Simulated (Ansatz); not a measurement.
Molecular dynamics of ZrO₂

Input file:

```yaml
crystal:
  lattice:
    - [5.33274, 0.0, 0.0]
    - [0.0, 5.33274, 0.0]
    - [0.0, 0.0, 5.33274]
  atoms:
    - { symbol: Zr, position: [0.0, 0.0, 0.0] }
    - { symbol: O, position: [0.25, 0.25, 0.25] }
    - { symbol: O, position: [0.75, 0.75, 0.75] }
    - { symbol: Zr, position: [0.5, 0.5, 0.0] }
    - { symbol: O, position: [0.75, 0.75, 0.25] }
    - { symbol: O, position: [0.25, 0.25, 0.75] }
    - { symbol: Zr, position: [0.5, 0.0, 0.5] }
    - { symbol: O, position: [0.75, 0.25, 0.75] }
    - { symbol: O, position: [0.25, 0.75, 0.25] }
    - { symbol: Zr, position: [0.0, 0.5, 0.5] }
    - { symbol: O, position: [0.25, 0.75, 0.75] }
    - { symbol: O, position: [0.75, 0.25, 0.25] }
basis:
  ecutwfc: 420.0
kpoints:
  mp_grid: { grid: [2, 2, 2] }
hamiltonian:
  xc: pbesol
  pseudopotentials: { kind: paw, azcp: { folder: soft_1 } }
scf:
  occupations: { method: fermi_dirac, width: 0.3 }
  lower_state_search: "off"
md:
  timestep: 0.75
  n_steps: 200
  ensemble: nvt_langevin
  temperature: 3500.0
  initial_velocities: maxwell_boltzmann
  seed: 860139
  friction: 0.02
```

Run as:

```bash
$ ansatz run input.yaml --threads 1 --pin off --max-ram 3072MiB --backend cpu --events-out ev --progress --plain --runs-dir out
```

It starts from a structure without forces on its atoms.

Output, in part (step lines):

```
md step     0: t =     0.00 fs  T =  3208.3 K  F+E_penalty+E_count = -21020.18831241 eV  E_kin = 4.976510 eV  (10 SCF iters)
md step     1: t =     0.75 fs  T =  2802.4 K  F+E_penalty+E_count = -21020.18049304 eV  E_kin = 4.346783 eV  (8 SCF iters)
md step     2: t =     1.50 fs  T =  2993.1 K  F+E_penalty+E_count = -21020.15817332 eV  E_kin = 4.642639 eV  (8 SCF iters)
md step     3: t =     2.25 fs  T =  2945.8 K  F+E_penalty+E_count = -21020.12061954 eV  E_kin = 4.569254 eV  (8 SCF iters)
md step     4: t =     3.00 fs  T =  2892.5 K  F+E_penalty+E_count = -21020.06699128 eV  E_kin = 4.486687 eV  (8 SCF iters)
md step     5: t =     3.75 fs  T =  3136.7 K  F+E_penalty+E_count = -21019.99718665 eV  E_kin = 4.865358 eV  (6 SCF iters)
md step     6: t =     4.50 fs  T =  3250.9 K  F+E_penalty+E_count = -21019.91426931 eV  E_kin = 5.042537 eV  (7 SCF iters)
md step     7: t =     5.25 fs  T =  3033.3 K  F+E_penalty+E_count = -21019.82014328 eV  E_kin = 4.705087 eV  (6 SCF iters)
[... lines left out ...]
md step   199: t =   149.25 fs  T =  3540.8 K  F+E_penalty+E_count = -21018.18886055 eV  E_kin = 5.492255 eV  (6 SCF iters)
md step   200: t =   150.00 fs  T =  3818.6 K  F+E_penalty+E_count = -21018.20092727 eV  E_kin = 5.923143 eV  (9 SCF iters)
```

The steps, from the saved trajectory:

```tsv
time (fs)	T (K)	potential energy less start (eV)
0	3208	0.000
4.5	3251	0.274
9	2847	1.001
13.5	2606	1.753
18	2729	2.079
22.5	2515	2.030
27	2999	1.564
31.5	3174	1.049
36	2808	1.028
40.5	3093	1.492
45	3240	2.270
49.5	2517	2.258
54	3485	1.586
58.5	2733	1.209
63	2674	1.586
67.5	2258	2.497
72	3202	2.502
76.5	3076	1.878
81	3341	1.484
85.5	3373	1.859
90	3052	2.863
94.5	2917	3.489
99	2870	3.328
103.5	3410	3.142
108	3191	3.207
112.5	3040	3.345
117	2728	3.409
121.5	3106	3.293
126	3856	2.676
130.5	3657	2.293
135	3649	2.141
139.5	3980	1.938
144	3152	2.117
148.5	3647	2.022
```

All steps were run. A run of 0.15 ps of so small a system gives no equilibrium averages. Limits of this set-up: coarse k mesh, PAW files made for another functional.

Mean squared displacements from the first frame to the last, about the centre of mass: Zr 0.10 Å², O 0.43 Å².

Last frame:

```xyz
12
Lattice="5.3327 0.0000 0.0000 0.0000 5.3327 0.0000 0.0000 0.0000 5.3327" Properties=species:S:1:pos:R:3
Zr -0.143 0.636 0.615
O 1.864 1.192 0.629
O 3.911 4.473 4.247
Zr 2.603 3.144 0.391
O 4.052 4.453 1.431
O 1.549 1.609 3.484
Zr 2.598 -0.011 2.977
O 4.244 1.966 4.583
O 1.321 3.884 1.982
Zr 0.029 3.226 3.264
O 1.081 4.373 4.280
O 4.095 1.543 1.870
```

The run took 11 min on 1 thread of Arm Neoverse V2, on a shared host, peak memory 0.49 GiB.
